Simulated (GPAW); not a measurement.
# MoSe2 (P6_3/mmc) in GPAW: single point with PBE

Aim: the single point of MoSe2 with PBE.

Everything below comes from runs of GPAW 26.7.0. Logs are shortened: lines on timing, memory, paths and dates and some standing lists are left out, and cuts for length are marked. The log counts tension as positive stress, the text compression.

## (1) Starting point

It takes space group P6_3/mmc (No. 194, hexagonal). The conventional cell has a = 3.288 Å, b = 3.288 Å, c = 12.900 Å, α = 90.00°, β = 90.00°, γ = 120.00°. Mo (site symmetry -6m2) is surrounded by 6 Se at 2.49 Å. Around Se (site symmetry 3m) lie 3 Mo at 2.49 Å.

## (2) Single point, PBE

run.py

```python
from ase.dft.bandgap import bandgap
from ase.io import read, write
from ase.units import GPa
from gpaw import GPAW, PW

atoms = read('MoSe2.cif')

calc = GPAW(mode=PW(600),
            xc='PBE',
            kpts={'size': (12, 12, 3), 'gamma': True},
            occupations={'name': 'fermi-dirac', 'width': 0.05},
            nbands=46,
            convergence={'density': 1e-05, 'energy': 1e-05},
            maxiter=80,
            txt='gpaw.txt')
atoms.calc = calc
energy = atoms.get_potential_energy()
forces = atoms.get_forces()
stress = atoms.get_stress()
calc.write('gs.gpw')
write('result.traj', atoms)
print(f'Energy: {energy:.6f} eV')
print('Forces (eV/A):')
print(forces.round(4))
print('Stress (GPa):', (stress / GPa).round(3))
print('Fermi level:', round(calc.get_fermi_level(), 4), 'eV')
print(f'Gap: {bandgap(calc)[0]:.4f} eV, direct: {bandgap(calc, direct=True)[0]:.4f} eV')
```

MoSe2.cif

```cif
data_MoSe2
_cell_length_a 3.28800000
_cell_length_b 3.28800000
_cell_length_c 12.90000000
_cell_angle_alpha 90.00000000
_cell_angle_beta 90.00000000
_cell_angle_gamma 120.00000000
_space_group_name_H-M_alt 'P6_3/mmc'
_space_group_name_Hall '-P 6c 2c'
_space_group_IT_number 194
loop_
_space_group_symop_operation_xyz
'x,y,z'
'-x,-y,-z'
'x-y,x,z+1/2'
'-x+y,-x,-z+1/2'
'-y,x-y,z'
'y,-x+y,-z'
'-x,-y,z+1/2'
'x,y,-z+1/2'
'-x+y,-x,z'
'x-y,x,-z'
'y,-x+y,z+1/2'
'-y,x-y,-z+1/2'
'-y,-x,-z+1/2'
'y,x,z+1/2'
'-x,-x+y,-z'
'x,x-y,z'
'-x+y,y,-z+1/2'
'x-y,-y,z+1/2'
'y,x,-z'
'-y,-x,z'
'x,x-y,-z+1/2'
'-x,-x+y,z+1/2'
'x-y,-y,-z'
'-x+y,y,z'
loop_
_atom_site_label
_atom_site_type_symbol
_atom_site_symmetry_multiplicity
_atom_site_Wyckoff_symbol
_atom_site_fract_x
_atom_site_fract_y
_atom_site_fract_z
_atom_site_occupancy
Mo1 Mo 2 c 0.6666666667 0.3333333333 0.7500000000 1
Se1 Se 4 f 0.6666666667 0.3333333333 0.3750000000 1
```

Potentials or basis: GPAW PAW data sets (gpaw-data 1.2.1), pw.

The run is started by

```
$ OMP_NUM_THREADS=1 python run.py
```

gpaw.txt:

```text
__  _  _
 | _ |_)|_||  |
 |__||  | ||/\| - 26.7.0

Input parameters:
  mode=PW(ecut=600.0),
  convergence={'density': 1e-05, 'energy': 1e-05},
  kpts=MonkhorstPack(size=(12, 12, 3), gamma=True),
  maxiter=80,
  nbands=46,
  occupations=Occupations(name='fermi-dirac', width=0.05),
  xc=XC(name='PBE')

Diagonalizing LCAO Hamiltonian
Converting LCAO to pw mode

        Se

           Mo

        Se

           Se

        Mo

           Se

Atoms  # Å, Bohr magnetons
|   | symbol |         x |        y |         z |    initial magnetic moments |
|---|--------|-----------|----------|-----------|-----------------------------|
| 0 |     Mo |  1.644000 | 0.949164 |  9.675000 | ( 0.0000,  0.0000,  0.0000) |
| 1 |     Mo | -0.000000 | 1.898328 |  3.225000 | ( 0.0000,  0.0000,  0.0000) |
| 2 |     Se |  1.644000 | 0.949164 |  4.837500 | ( 0.0000,  0.0000,  0.0000) |
| 3 |     Se | -0.000000 | 1.898328 |  8.062500 | ( 0.0000,  0.0000,  0.0000) |
| 4 |     Se |  0.000000 | 1.898328 | 11.287500 | ( 0.0000,  0.0000,  0.0000) |
| 5 |     Se |  1.644000 | 0.949164 |  1.612500 | ( 0.0000,  0.0000,  0.0000) |

Unit cell  # Å
| periodic |         x |        y |         z |   lengths |     angles |
|----------|-----------|----------|-----------|-----------|------------|
|      yes |  3.288000 | 0.000000 |  0.000000 |  3.288000 |  90.000000 |
|      yes | -1.644000 | 2.847492 |  0.000000 |  3.288000 |  90.000000 |
|      yes |  0.000000 | 0.000000 | 12.900000 | 12.900000 | 120.000000 |

Number of symmetries: 12
Symmetry operations  # r_c * U_cc + t_c -> r_c
|    | kind |            matrix            |
|----|------|------------------------------|
|  0 |  σ   |  1, 1, 0,  0,-1, 0,  0, 0, 1 |
|  1 |  S6  |  1, 1, 0, -1, 0, 0,  0, 0,-1 |
|  2 |  E   |  1, 0, 0,  0, 1, 0,  0, 0, 1 |
|  3 |  C2  |  1, 0, 0, -1,-1, 0,  0, 0,-1 |
|  4 |  C2  |  0, 1, 0,  1, 0, 0,  0, 0,-1 |
|  5 |  C3  |  0, 1, 0, -1,-1, 0,  0, 0, 1 |
|  6 |  S6  |  0,-1, 0,  1, 1, 0,  0, 0,-1 |
|  7 |  σ   |  0,-1, 0, -1, 0, 0,  0, 0, 1 |
|  8 |  σ   | -1, 0, 0,  1, 1, 0,  0, 0, 1 |
|  9 |  i   | -1, 0, 0,  0,-1, 0,  0, 0,-1 |
| 10 |  C3  | -1,-1, 0,  1, 0, 0,  0, 0, 1 |
| 11 |  C2  | -1,-1, 0,  0, 1, 0,  0, 0,-1 |

BZ-sampling:
  Number of BZ points: 432
  Number of IBZ points: 50

  Monkhorst-Pack size: [12, 12, 3]
  Monkhorst-Pack shift: [0.041666666666666664, 0.041666666666666664, 0.0]

K-points  # in reciprocal-cell coordinates
|     |                                coordinates |     weight |
|-----|--------------------------------------------|------------|
|   0 | ( -0.00000000,  -0.00000000,   0.00000000) | 0.00231481 |
|   1 | ( -0.00000000,  -0.00000000,   0.33333333) | 0.00462963 |
|   2 | (  0.08333333,  -0.00000000,  -0.33333333) | 0.01388889 |
|   3 | (  0.08333333,  -0.00000000,   0.00000000) | 0.01388889 |
|   4 | (  0.08333333,  -0.00000000,   0.33333333) | 0.01388889 |
|   5 | (  0.16666667,  -0.08333333,   0.00000000) | 0.01388889 |
|   6 | (  0.16666667,  -0.08333333,   0.33333333) | 0.02777778 |
|   7 | (  0.16666667,  -0.00000000,  -0.33333333) | 0.01388889 |
|   8 | (  0.16666667,  -0.00000000,   0.00000000) | 0.01388889 |
|   9 | (  0.16666667,  -0.00000000,   0.33333333) | 0.01388889 |
| ... |                                            |            |
|  49 | (  0.50000000,   0.50000000,   0.33333333) | 0.01388889 |

Plane wave coefficients: 4083
Cutoff: 600.0 eV

Spin-components: 1 (collinear spins)
Bands:           46
Projectors:      32
Spin-degeneracy: 2
Datatype:        complex128

Parallelization:
  kpt:    1
  domain: 1
  band:   1

Density:
  Valence electrons: 52.0
  Components: 1
  Grid points: [20 20 75]
  Charge: 0.0  # |e|

Potential:
  Grid points: [20 20 75]

species:
  Mo:
    name:    Molybdenum
    Z:       42.0
    valence: 14
    core:    28
    charge:  0.0  # [|e|]
    compensation charges:
      type: gauss
      rc: 0.38  # [Å]
      lmax: 2
    cutoffs:
      filter: 2.16  # [Å]
      core: 1.42  # [Å]
    projectors
    | kind |    occ | energy [eV] | rcut [Å] |
    |------|--------|-------------|----------|
    |   4s |  2.000 |     -64.307 |    1.238 |
    |   5s |  1.000 |      -4.084 |    1.238 |
    |   4p |  6.000 |     -38.491 |    1.296 |
    |   5p |  0.000 |      -1.044 |    1.296 |
    |   4d |  5.000 |      -3.754 |    1.296 |
    |    d |        |      23.458 |    1.296 |

    Using partial waves for Mo as LCAO basis

  Se:
    name:    Selenium
    Z:       34.0
    valence: 6
    core:    28
    charge:  0.0  # [|e|]
    compensation charges:
      type: gauss
      rc: 0.27  # [Å]
      lmax: 2
    cutoffs:
      filter: 1.77  # [Å]
      core: 2.67  # [Å]
    projectors
    | kind |    occ | energy [eV] | rcut [Å] |
    |------|--------|-------------|----------|
    |   4s |  2.000 |     -17.277 |    0.847 |
    |   4p |  4.000 |      -6.512 |    1.005 |
    |    s |        |       9.935 |    0.847 |
    |    p |        |      20.699 |    1.005 |
    |    d |        |       0.000 |    0.847 |

    Using partial waves for Se as LCAO basis

Reference energy: -484682.273785  # eV

eigensolver:
  PPCG
  Converge bands: occupied
  niter=2

density mixing:
  MSR1-Mixer
  Pratt-step length: 0.05
  Maximum mixing coefficient: 0.75
  Old densities: 10
  SVD Regularization: 0.005
  Good broyden scale: 1.0
  Trust region scale: 1.0
  Backstep threshold: 4.0
  History deletion threshold: 6.0
  Fourier metric: weight=20.0, sigma=0.015

occupation numbers:
  Fermi-Dirac:
    width: 0.0500  # eV

poisson solver:
  ecut: 4800.0  # eV

xc functional:
  name: PBE with 2 nearest neighbor stencil

convergence criteria:
- Maximum integral of absolute [dens]ity change: 1e-05 electrons / valence electron
- Maximum [total energy] change in last 3 cyles: 1e-05 eV / valence electron
- Maximum integral of absolute [eigenst]ate change: 4e-08 eV^2 / valence electron
maximum number of iterations: 80

SCF iterations
|iter     | |      energy | eigst |  dens |
|---------|-|-------------|-------|-------|
|iter:   1| |  -42.343008 | +0.48 |       |
|iter:   2| |  -41.811805 | -1.42 | -1.04 |
|iter:   3| |  -40.532019 | -1.38 | -1.10 |
|iter:   4| |  -40.380921 | -1.98 | -1.44 |
|iter:   5| |  -40.394697 | -2.73 | -1.82 |
|iter:   6| |  -40.399680 | -3.01 | -2.00 |
|iter:   7| |  -40.369291 | -3.27 | -2.06 |
|iter:   8| |  -40.369321 | -5.09 | -3.13 |
|iter:   9| |  -40.369328c| -6.02 | -3.55 |
|iter:  10| |  -40.369328c| -7.38 | -4.40 |
|iter:  11| |  -40.369328c| -7.84c| -5.01c|

Converged in 11 steps
Energy contributions relative to reference atoms: (reference = -484682.273785)

Energy contributions:
  Kinetic:          29.452811
  Coulomb:         -35.727414
  Zero:             -0.660797
  External:          0.000000
  Xc:              -33.433925
  Entropy:          -0.000005
  Spinorbit:         0.000000
  ----------------------------
  Free energy:     -40.369331
  Extrapolated:    -40.369328

dipole moment: (0.000025, 0.000043, 0.000193)  # |e|*Ang

Fermi level: 8.817
Eigenvalues  # (at kpt = [-0.000, -0.000, 0.000])
| band index |      eig [eV] | occ [0-2] |
|------------|---------------|-----------|
|          0 |       -52.893 |     2.000 |
|        ... |               |           |
|         18 |         5.536 |     2.000 |
|         19 |         6.592 |     2.000 |
|         20 |         6.592 |     2.000 |
|         21 |         6.631 |     2.000 |
|         22 |         6.631 |     2.000 |
|         23 |         7.365 |     2.000 |
|         24 |         7.571 |     2.000 |
|         25 |         8.446 |     1.999 |
|         26 |        10.848 |     0.000 |
|         27 |        10.848 |     0.000 |
|         28 |        10.898 |     0.000 |
|         29 |        10.898 |     0.000 |
|         30 |        11.133 |     0.000 |
|         31 |        11.133 |     0.000 |
|         32 |        11.307 |     0.000 |
|         33 |        11.307 |     0.000 |
|        ... |               |           |
|         45 |        20.960 |     0.000 |

Gap: 0.869 eV
Transition (v -> c):
  (s=0, k=0, n=25, [-0.00, -0.00, 0.00]) -> (s=0, k=24, n=26, [0.33, 0.33, 0.00])
Direct/indirect transitions are different
Direct gap: 1.361 eV
Transition at: (s=0, k=24, n=25, [0.33, 0.33, 0.00])

Forces  # eV/Ang
|        x |        y |        z |
|----------|----------|----------|
|  0.00000 | -0.00000 |  0.00018 |  # Mo   0
| -0.00000 |  0.00000 | -0.00018 |  # Mo   1
|  0.00000 | -0.00000 |  1.09929 |  # Se   2
| -0.00000 |  0.00000 | -1.09929 |  # Se   3
| -0.00000 |  0.00000 |  1.09914 |  # Se   4
|  0.00000 | -0.00000 | -1.09914 |  # Se   5

Stress tensor  # eV/Ang^3
|         x |         y |         z |
|-----------|-----------|-----------|
| -0.038442 |  0.000000 |  0.000000 |
|  0.000000 | -0.038442 | -0.000000 |
|  0.000000 | -0.000000 | -0.072195 |

# Writing to gs.gpw (mode='')
```

Wall time 3 min (1 thread of Arm Neoverse V1, shared host); peak memory 0.37 GiB.

What came out:

* Free energy: -40.3693 eV
* Pressure: 8.0 GPa
* Largest force: 1.099 eV/Å
* Band gap on the k mesh: 0.87 eV, indirect (least direct gap 1.36 eV)

Forces in eV/Å, atoms in the order of the input:
```
Mo   0.000  0.000  0.000
Mo   0.000  0.000  0.000
Se   0.000  0.000  1.099
Se   0.000  0.000 -1.099
Se   0.000  0.000  1.099
Se   0.000  0.000 -1.099
```

Stress tensor (GPa, compression positive):
```
 6.16  0.00  0.00
 0.00  6.16  0.00
 0.00  0.00 11.57
```

Caveat: an odd mesh through Γ misses points on the zone boundary, where band edges often lie; the cell's inner coordinates are idealised or old, which leaves forces on the atoms; this functional lacks dispersion, which binds the layers, so the pressure and a relaxed spacing across them are unreliable. Expect the measured gap to be larger: semilocal functionals such as PBE lack the derivative discontinuity.
